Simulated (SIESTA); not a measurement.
The system is Ag.

```
Ag
1.0
     0.00000    2.04275    2.04275
     2.04275    0.00000    2.04275
     2.04275    2.04275    0.00000
Ag
1
Cartesian
  0.0000 0.0000 0.0000
```

Program: SIESTA 5.4.2. Alike in all runs: task band structure; cell as given; smearing fermi-dirac 0.05 eV; grid cutoff 800 Ry; energy shift 0.002 Ry.

Problem. Order these runs on this cell by their pressure, lowest first.
A. level RPBE; potentials or basis PseudoDojo 0.4 standard (PBE files), DZP (energy shift 0.002 Ry); spin off; k mesh 11 × 11 × 11
B. level LDA-PZ; potentials or basis PseudoDojo 0.4 standard (LDA files), DZP (energy shift 0.002 Ry); spin off; k mesh 11 × 11 × 11
C. level PBEGcGxHEG; potentials or basis PseudoDojo 0.4 standard (PBE files), DZP (energy shift 0.002 Ry); spin off; k mesh 11 × 11 × 11
D. level PBEsol; potentials or basis PseudoDojo 0.4 standard (PBEsol files, fully relativistic), TZP (energy shift 0.002 Ry); spin non-collinear, zero start, SOC; k mesh 8 × 8 × 8
E. level OLYP; potentials or basis PseudoDojo 0.4 standard (PBE files), DZP (energy shift 0.002 Ry); spin off; k mesh 11 × 11 × 11

Solution. B (-6.8 GPa), C (-4.5 GPa), D (-1.9 GPa), E (7.5 GPa), A (9.7 GPa).

Caveats: semicore shells carry a single zeta, which can move pressures by several GPa and volumes by a few percent; the basis of atomic orbitals isn't converged, which shifts pressures, moduli and gaps; the potentials were made for another functional, which shifts forces and pressure (some runs).

Runs at the PBE level aren't shown here.
